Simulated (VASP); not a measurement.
## Si in VASP 6.6.1, single-point calculation

INCAR

```
ISMEAR = 0
ENCUT = 520
PREC = Accurate
LCHARG = .FALSE.
IBRION = -1
LREAL = .FALSE.
EDIFF = 1E-7
LASPH = .TRUE.
METAGGA = R2SCAN
NSW = 0
LWAVE = .FALSE.
ISIF = 2
NBANDS = 11
ALGO = Normal
SIGMA = 0.01
NELM = 82
```

KPOINTS

```
KPOINTS created by Atomic Simulation Environment
0
Gamma
1 1 1
0 0 0
```

POSCAR

```
Si
 1.0000000000000000
     0.0000000000000000    2.7221188956232685    2.7221188956232685
     2.7221188956232685    0.0000000000000000    2.7221188956232685
     2.7221188956232685    2.7221188956232685    0.0000000000000000
 Si
   2
Cartesian
  0.0000000000000000 -0.0000000000000000  0.0000000000000000
  1.3610594478116342  1.3610594478116342  1.3610594478116342
```

The recommended PBE PAW datasets give the neutral cell 8 valence electrons.

Command

```
mpirun -np 1 vasp_std
```

Task: Predict the outcome of this run.

Result: It converged. Results: gap between bands v and c on the k mesh 2.77 eV; least direct gap on the k mesh 2.77 eV; pressure 39.5 GPa. Band v is the last that the valence electrons fill when counted band by band, and c is the next.

OSZICAR

```
N       E                     dE             d eps       ncg     rms          rms(c)
DAV:   1     0.216617466906E+02    0.21662E+02   -0.40719E+03    22   0.565E+02
DAV:   2    -0.150186099615E+01   -0.23164E+02   -0.21589E+02    30   0.794E+01
DAV:   3    -0.205440316156E+01   -0.55254E+00   -0.55188E+00    28   0.126E+01
DAV:   4    -0.205793976750E+01   -0.35366E-02   -0.35360E-02    22   0.134E+00
DAV:   5    -0.205797763184E+01   -0.37864E-04   -0.37864E-04    25   0.124E-01    0.883E+00
DAV:   6    -0.591628936247E+00    0.14663E+01   -0.26233E-01    22   0.317E+00    0.604E+00
DAV:   7    -0.446087024803E+00    0.14554E+00   -0.94709E-01    22   0.517E+00    0.677E-01
DAV:   8    -0.444889422266E+00    0.11976E-02   -0.25329E-02    22   0.106E+00    0.816E-01
DAV:   9    -0.446795133042E+00   -0.19057E-02   -0.16132E-03    22   0.305E-01    0.342E-01
DAV:  10    -0.446564080521E+00    0.23105E-03   -0.10055E-03    22   0.183E-01    0.778E-02
DAV:  11    -0.446563486050E+00    0.59447E-06   -0.31812E-05    22   0.426E-02    0.946E-03
DAV:  12    -0.446561881671E+00    0.16044E-05   -0.95182E-07    22   0.676E-03    0.108E-03
DAV:  13    -0.446561670415E+00    0.21126E-06   -0.70833E-08    14   0.208E-03    0.228E-03
DAV:  14    -0.446561971917E+00   -0.30150E-06   -0.34842E-09    11   0.491E-04    0.114E-04
DAV:  15    -0.446561977062E+00   -0.51441E-08   -0.35742E-10    11   0.118E-04
   1 F= -.44656198E+00 E0= -.44656198E+00  d E =-.454258E-35
```

These settings aren't sound, so the numbers aren't properties of the crystal.

The fault: one k point for a small cell.

On sound settings r²SCAN gives a gap of 0.83 eV on its mesh and a pressure of -0.2 GPa for the intended cell. This run's energy (σ→0) differs from it by 8550 meV an atom.
